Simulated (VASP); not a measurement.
TaN:

```
Ta N
1.0
     0.00000    2.49114    2.49114
     2.49114    0.00000    2.49114
     2.49114    2.49114    0.00000
Ta N
1 1
Cartesian
  0.0000 0.0000 0.0000
  1.2456 1.2456 1.2456
```

The cell comes from a database or a generator and needn't be the stable form of this composition.

Base run:

| Item | Value |
| --- | --- |
| Program | VASP 6.6.1 |
| Functional | r2SCAN |
| Potentials or basis | VASP PAW PBE potentials, release 64 (Ta_pv, N) |
| Cutoff | 520 eV |
| k mesh | 7 × 7 × 7 |
| Occupations | gaussian, width 0.05 eV |
| Spin | collinear spin, ferromagnetic start |
| Starting moments | [0.5, 0.0] μB |
| Hubbard terms | Ta d U = 3 eV |

Its results: band gap on the k mesh none (metal or under the smearing width); pressure -24.3 GPa; net moment 0.06 μB per cell.

**Question.** The run is repeated on the same cell with these changes: hubbard terms from Ta d U = 3 eV to Ta d U = 5 eV. What comes out?

**Answer.** Band gap on the k mesh none (metal or under the smearing width); pressure -21.1 GPa; net moment 0.00 μB per cell.

Caveats: the PAW data sets were made with another functional, which shifts forces and pressure a little.
